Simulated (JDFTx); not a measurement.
# Ge (Fd-3m) in JDFTx: further runs

The runs below take Ge through single point, with LDA, PBEsol.

Everything below comes from runs of JDFTx 1.7.0 (patched build). Logs are shortened: lines on timing, memory, paths and dates and some standing lists are left out, and cuts for length are marked. The log counts tension as positive stress, the text compression.

**Measured values to compare with.**

“Temperature-dependent photoluminescence in Ge: experiment and theory”, 2020, arxiv:2003.00143 reports, for a bulk crystal of Ge at 0 K: band gap 0.744 eV (indirect).

“Electronic and optical properties of SixGe1-x-ySny alloys lattice-matched to Ge”, 2021, arxiv:2109.02782 reports, for a bulk crystal of Ge at 293 K: band gap 0.666 eV (indirect).

The results are compared with them further down.

### Step 1. Starting point

Symmetry: Fd-3m, No. 227, cubic system. The conventional cell has a = 5.658 Å, b = 5.658 Å, c = 5.658 Å, α = 90.00°, β = 90.00°, γ = 90.00°. Around Ge (site symmetry -43m) lie 4 Ge at 2.45 Å.

### Step 2. Single point, LDA

File Ge.in:

```
lattice \
    0.0000000000     2.8289100000     2.8289100000 \
    2.8289100000     0.0000000000     2.8289100000 \
    2.8289100000     2.8289100000     0.0000000000
latt-scale 1.889726124626 1.889726124626 1.889726124626
coords-type Lattice
ion Ge     0.7500000000     0.7500000000     0.7500000000 1
ion Ge     0.5000000000     0.5000000000     0.5000000000 1

ion-species pseudo/Ge.upf
elec-cutoff 39 312
elec-ex-corr lda-PW
kpoint-folding 8 8 8
elec-smearing Fermi 0.0018374661
elec-n-bands 21
electronic-SCF nIterations 100 energyDiffThreshold 1e-09
electronic-minimize nIterations 30 energyDiffThreshold 1e-7
converge-empty-states yes
forces-output-coords Cartesian

dump-name run.$VAR
dump End Ecomponents EigStats BandEigs Kpoints Forces Stress ElecDensity
```

Potentials or basis: PseudoDojo-SR-LDA-0.4.1-standard with smoothed tails.

On the command line:

```console
$ jdftx -c 1 -i Ge.in -o Ge.out
```

Output:

```text
*************** JDFTx 1.7.0 (patched build) ***************

[... 9 lines left out ...]
---------- Initializing the Grid ----------
R =
[            0      5.34587      5.34587  ]
[      5.34587            0      5.34587  ]
[      5.34587      5.34587            0  ]
unit cell volume = 305.551
G =
[  -0.587668   0.587668   0.587668  ]
[   0.587668  -0.587668   0.587668  ]
[   0.587668   0.587668  -0.587668  ]
Minimum fftbox size, Smin = [  64  64  64  ]
Chosen fftbox size, S = [  64  64  64  ]

---------- Initializing tighter grid for wavefunction operations ----------
R =
[            0      5.34587      5.34587  ]
[      5.34587            0      5.34587  ]
[      5.34587      5.34587            0  ]
unit cell volume = 305.551
G =
[  -0.587668   0.587668   0.587668  ]
[   0.587668  -0.587668   0.587668  ]
[   0.587668   0.587668  -0.587668  ]
Minimum fftbox size, Smin = [  44  44  44  ]
Chosen fftbox size, S = [  48  48  48  ]

---------- Exchange Correlation functional ----------
Initalized Slater LDA exchange.
Initalized Perdew-Wang LDA correlation.

---------- Setting up pseudopotentials ----------
Width of ionic core gaussian charges (only for fluid interactions / plotting) set to 0

Reading pseudopotential file 'pseudo/Ge.upf':
  'Ge' pseudopotential, 'SLA  PW   NOGX NOGC' functional
  Generated using ONCVPSP code by D. R. Hamann
  14 valence electrons, 3 orbitals, 6 projectors, 1001 radial grid points, with lMax = 2
    3D    l: 2   occupation: 10.0   eigenvalue: -1.086289
    4S    l: 0   occupation:  2.0   eigenvalue: -0.438995
    4P    l: 1   occupation:  2.0   eigenvalue: -0.148714
  Core radius for overlap checks: 1.83 bohrs.

Initialized 1 species with 2 total atoms.

Folded 1 k-points by 8x8x8 to 512 k-points.

---------- Setting up k-points, bands, fillings ----------
Reduced to 29 k-points under symmetry.
Computing the number of bands and number of electrons
Calculating initial fillings.
nElectrons:  28.000000   nBands: 21   nStates: 29

----- Setting up reduced wavefunction bases (one per k-point) -----
average nbasis = 3553.268 , ideal nbasis = 3554.470

---------- Setting up ewald sum ----------
Optimum gaussian width for ewald sums = 2.427999 bohr.
Real space sum over 1331 unit cells with max indices [  5  5  5  ]
Reciprocal space sum over 2197 terms with max indices [  6  6  6  ]

---------- Allocating electronic variables ----------
Initializing wave functions:  linear combination of atomic orbitals
Note: number of bands (21) exceeds available atomic orbitals (18)
Ge pseudo-atom occupations:   s ( 2 )  p ( 2 )  d ( 10 )
	FillingsUpdate:  mu: +0.341116306  nElectrons: 28.000000
LCAOMinimize: Iter:   0  F: -160.2409435454925415  |grad|_K:  4.812e-05  alpha:  1.000e+00
	FillingsUpdate:  mu: +0.341114014  nElectrons: 28.000000
LCAOMinimize: Iter:   1  F: -160.2409579632255259  |grad|_K:  8.850e-07  alpha:  9.741e-01  linmin: -1.128e-02  cgtest:  1.897e-01
LCAOMinimize: Encountered beta<0, resetting CG.
	FillingsUpdate:  mu: +0.341108287  nElectrons: 28.000000
LCAOMinimize: Iter:   2  F: -160.2409579676635474  |grad|_K:  3.251e-08  alpha:  8.861e-01  linmin: -1.295e-03  cgtest:  3.027e-03
	FillingsUpdate:  mu: +0.341108332  nElectrons: 28.000000
LCAOMinimize: Iter:   3  F: -160.2409579676702549  |grad|_K:  1.660e-09  alpha:  9.201e-01  linmin: -6.940e-02  cgtest:  9.932e-01
LCAOMinimize: Encountered beta<0, resetting CG.
LCAOMinimize: Converged (|Delta F|<1.000000e-06 for 2 iters).

-------- Electronic minimization -----------
Will mix electronic density at each iteration.
	FillingsUpdate:  mu: +0.341108332  nElectrons: 28.000000
	FillingsUpdate:  mu: +0.329526099  nElectrons: 28.000000
SCF: Cycle:  0   F: -160.281821648408084   dF: -4.086e-02   |Residual|: 4.868e-02   |deigs|: 1.964e-01
	FillingsUpdate:  mu: +0.333105506  nElectrons: 28.000000
SCF: Cycle:  1   F: -160.282942275708848   dF: -1.121e-03   |Residual|: 2.673e-02   |deigs|: 5.231e-03
	FillingsUpdate:  mu: +0.337985162  nElectrons: 28.000000
SCF: Cycle:  2   F: -160.283223444169380   dF: -2.812e-04   |Residual|: 3.932e-03   |deigs|: 5.069e-03
	FillingsUpdate:  mu: +0.338069143  nElectrons: 28.000000
SCF: Cycle:  3   F: -160.283226357087671   dF: -2.913e-06   |Residual|: 1.640e-03   |deigs|: 5.818e-04
	FillingsUpdate:  mu: +0.338434511  nElectrons: 28.000000
SCF: Cycle:  4   F: -160.283228060700594   dF: -1.704e-06   |Residual|: 4.279e-04   |deigs|: 4.828e-04
	FillingsUpdate:  mu: +0.338514630  nElectrons: 28.000000
SCF: Cycle:  5   F: -160.283228226914588   dF: -1.662e-07   |Residual|: 2.004e-04   |deigs|: 1.310e-04
	FillingsUpdate:  mu: +0.338494749  nElectrons: 28.000000
SCF: Cycle:  6   F: -160.283228277616189   dF: -5.070e-08   |Residual|: 3.575e-05   |deigs|: 1.003e-04
	FillingsUpdate:  mu: +0.338495716  nElectrons: 28.000000
SCF: Cycle:  7   F: -160.283228294515027   dF: -1.690e-08   |Residual|: 1.825e-05   |deigs|: 1.976e-04
	FillingsUpdate:  mu: +0.338496283  nElectrons: 28.000000
SCF: Cycle:  8   F: -160.283228299919273   dF: -5.404e-09   |Residual|: 1.052e-05   |deigs|: 1.300e-04
	FillingsUpdate:  mu: +0.338496608  nElectrons: 28.000000
SCF: Cycle:  9   F: -160.283228302129544   dF: -2.210e-09   |Residual|: 3.263e-06   |deigs|: 4.347e-05
	FillingsUpdate:  mu: +0.338496751  nElectrons: 28.000000
SCF: Cycle: 10   F: -160.283228302819339   dF: -6.898e-10   |Residual|: 1.078e-06   |deigs|: 2.688e-05
	FillingsUpdate:  mu: +0.338496773  nElectrons: 28.000000
SCF: Cycle: 11   F: -160.283228303098497   dF: -2.792e-10   |Residual|: 6.452e-07   |deigs|: 3.751e-05
SCF: Converged (|Delta E|<1.000000e-09 for 2 iters).

Setting wave functions to eigenvectors of Hamiltonian
Converging empty states (this may take a while): |deigs|: 9.170e-05

# Stress tensor in Cartesian coordinates [Eh/a0^3]:
[  4.60589e-05            0            0  ]
[            0  4.60589e-05            0  ]
[            0            0  4.60589e-05  ]

# Ionic positions in lattice coordinates:
ion Ge   0.750000000000000   0.750000000000000   0.750000000000000 1
ion Ge   0.500000000000000   0.500000000000000   0.500000000000000 1

# Forces in Cartesian coordinates:
force Ge   0.000000000000000  -0.000000000000000  -0.000000000000000 1
force Ge  -0.000000000000000  -0.000000000000000   0.000000000000000 1

# Energy components:
   Eewald =      -98.7503791001641957
       EH =       55.3538517014415845
     Eloc =     -133.4284446643173396
      Enl =      -92.5036648906435062
      Exc =      -42.9290321904328920
 Exc_core =       18.1864648085279299
       KE =      133.7880128381577549
-------------------------------------
     Etot =     -160.2831914974306926
       TS =        0.0000368056677936
-------------------------------------
        F =     -160.2832283030984968

IonicMinimize: Iter:   0  F: -160.283228303098497  |grad|_K:       -nan
IonicMinimize: None of the convergence criteria satisfied after 0 iterations.

#--- Lowdin population analysis ---
# oxidation-state Ge +0.020 +0.020

Dumping 'run.eigStats' ...
	eMin: -0.579272 at state 19 ( [ +0.000000 +0.375000 -0.375000 ] spin 0 )
	HOMO: +0.332373 at state 0 ( [ +0.000000 +0.000000 +0.000000 ] spin 0 )
	mu  : +0.338497
	LUMO: +0.339345 at state 0 ( [ +0.000000 +0.000000 +0.000000 ] spin 0 )
	eMax: +0.831868 at state 19 ( [ +0.000000 +0.375000 -0.375000 ] spin 0 )
	HOMO-LUMO gap: +0.006972
	Optical gap  : +0.006972 at state 0 ( [ +0.000000 +0.000000 +0.000000 ] spin 0 )
Done!
[note: the HOMO, LUMO and gaps printed at the end count levels as full or empty at half filling, so they show a gap where a level is partly filled]
```

It took 40 s on 1 thread of AMD EPYC 9R45 (Zen 5), shared host; peak memory 0.16 GiB.

Results:

```
Free energy            : -4361.5288 eV
Pressure               : -1.4 GPa
Band gap on the k mesh : none (metal or under the smearing width)
```

Caveat: this crystal is a semiconductor, whose small gap the functional closes, so the metal is an error of the method.

### Step 3. Single point, PBEsol

File Ge.in:

```
lattice \
    0.0000000000     5.3458651312     5.3458651312 \
    5.3458651312     0.0000000000     5.3458651312 \
    5.3458651312     5.3458651312     0.0000000000
coords-type Cartesian
ion Ge     8.0187976968     8.0187976968     8.0187976968 1
ion Ge     5.3458651312     5.3458651312     5.3458651312 1

ion-species pseudo/Ge.upf
elec-cutoff 39 312
elec-ex-corr gga-PBEsol
kpoint-folding 8 8 8
elec-smearing Fermi 0.0018374661
elec-n-bands 21
electronic-SCF nIterations 100 energyDiffThreshold 1e-09
electronic-minimize nIterations 30 energyDiffThreshold 1e-7
converge-empty-states yes
forces-output-coords Cartesian

dump-name run.$VAR
dump End Ecomponents EigStats BandEigs Kpoints Forces Stress ElecDensity Dtot KEdensity
```

Potentials or basis: PseudoDojo-SR-PBEsol-0.4.1-standard with smoothed tails.

On the command line:

```console
$ jdftx -c 1 -i Ge.in -o Ge.out
```

Run time: 45 s. Hardware: 1 thread of AMD EPYC 9R45 (Zen 5), shared host; peak memory 0.16 GiB.

The run converged. Its results:

| Item | Value |
| --- | --- |
| Free energy | -4350.9134 eV |
| Pressure | 0.6 GPa |
| Band gap on the k mesh | none (metal or under the smearing width) |

Levels at points of the mesh, in eV from the Fermi level:
```tsv
k point	band 12	band 13	band 14	band 15	band 16	band 17
(0.00, 0.00, 0.00)	-0.03	-0.02	-0.02	-0.02	2.51	2.51
(0.00, 0.00, 0.50)	-7.65	-1.43	-1.43	0.10	3.69	3.69
(0.00, 0.50, 0.50)	-8.92	-3.10	-3.10	0.65	0.65	9.47
```

Caveat: this crystal is a semiconductor, whose small gap the functional closes, so the metal is an error of the method.

### Step 4. For comparison

An earlier run on the cell as given: functional PBEsol; potentials or basis PseudoDojo-SR-PBEsol-0.4.1-standard with smoothed tails; cutoff 1061 eV; density cutoff 8490 eV; k mesh 8 × 8 × 8; occupations fermi-dirac, width 0.05 eV; no spin polarisation.

- Pressure: 0.6 GPa
- Band gap on the k mesh: none (metal or under the smearing width)

### Step 5. How close it comes

Step 2. Against the measured gap of Ge, 0.744 eV (indirect; 0 K; “Temperature-dependent photoluminescence in Ge: experiment and theory”, 2020, arxiv:2003.00143), the calculated 0.00 eV is off by -0.74 eV. 3 values of this kind are on record (0.666 to 0.807 eV); this one was drawn at random among those near their median. Spin-orbit coupling on Ge is left out. The value is that of LDA on a finite k mesh, which can miss the band edges, without temperature or zero-point motion. Semilocal functionals fall short of measured gaps as a rule.

Step 3. Against the measured gap of Ge, 0.666 eV (indirect; 293 K; “Electronic and optical properties of SixGe1-x-ySny alloys lattice-matched to Ge”, 2021, arxiv:2109.02782), the calculated 0.00 eV is off by -0.67 eV. 3 values of this kind are on record (0.666 to 0.807 eV); this one was drawn at random among those near their median. Spin-orbit coupling on Ge is left out. The value is that of PBEsol on a finite k mesh, which can miss the band edges, without temperature or zero-point motion. Semilocal functionals fall short of measured gaps as a rule.
